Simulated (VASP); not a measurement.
Crystal: C.

```
CELL_PARAMETERS angstrom
2.12732 -1.22828 0.00000
2.12732 1.22828 0.00000
-1.37907 0.00000 3.50283
ATOMIC_POSITIONS crystal
C 0.83336 0.83336 0.00009
C 0.16664 0.16664 0.99991
```

This is a stacking variant of graphite.

* Program: VASP 6.6.1
* Task: relaxation of cell and atoms
* Functional: PBE
* Potentials or basis: VASP PAW PBE potentials, release 64 (C)
* Cutoff: 600 eV
* k mesh: 16 × 16 × 10
* Occupations: gaussian, width 0.1 eV
* Spin: no spin polarisation

At the start: pressure 3.8 GPa; volume 9.15 Å³/atom.

Question: Where does the relaxation end?

Answer: Over 51 steps the energy falls by 7.5 meV/atom and the volume is 10.58 Å³/atom (+15.6 %); space group R-3m (No. 166, to 0.05 Å).

The path:
```tsv
step	energy change (eV)	largest force (eV/Å)	pressure (GPa)	volume (Å³)
1	0.0000	0.0039	3.83	18.31
3	-0.0025	0.0017	0.35	18.50
5	-0.0061	0.0184	0.25	18.85
7	-0.0139	0.1096	0.02	20.45
9	-0.0142	0.0617	0.10	20.49
11	-0.0143	0.0270	0.20	20.54
13	-0.0144	0.0481	0.11	20.57
15	-0.0145	0.0030	-0.10	20.64
17	-0.0146	0.0808	0.27	20.71
19	-0.0147	0.0561	0.28	20.75
21	-0.0147	0.0323	0.38	20.81
23	-0.0148	0.0327	0.27	20.87
25	-0.0148	0.0370	-0.54	21.03
27	-0.0149	0.0038	-0.23	20.99
29	-0.0149	0.0203	-0.20	21.00
31	-0.0149	0.0288	-0.17	21.01
33	-0.0150	0.0233	0.03	21.04
35	-0.0150	0.0117	0.04	21.04
37	-0.0150	0.0046	0.03	21.05
39	-0.0150	0.0040	0.03	21.05
41	-0.0150	0.0100	0.04	21.08
43	-0.0150	0.0089	0.06	21.09
45	-0.0150	0.0048	0.03	21.12
47	-0.0151	0.0071	0.07	21.15
49	-0.0151	0.0070	0.03	21.16
51	-0.0151	0.0036	0.01	21.17
```

Final structure:
```
C
1.0
     2.13648   -1.23365   -0.00518
     2.13648    1.23365   -0.00518
    -1.39355    0.00000    4.01922
C
2
Direct
  0.83334 0.83334 0.00001
  0.16666 0.16666 0.99999
```

Caveat: the volume moved by over 15 % at a fixed basis, so the end points are rough; this functional lacks dispersion, which binds the layers, so the pressure and a relaxed spacing across them are unreliable, and here the layers came unbound.
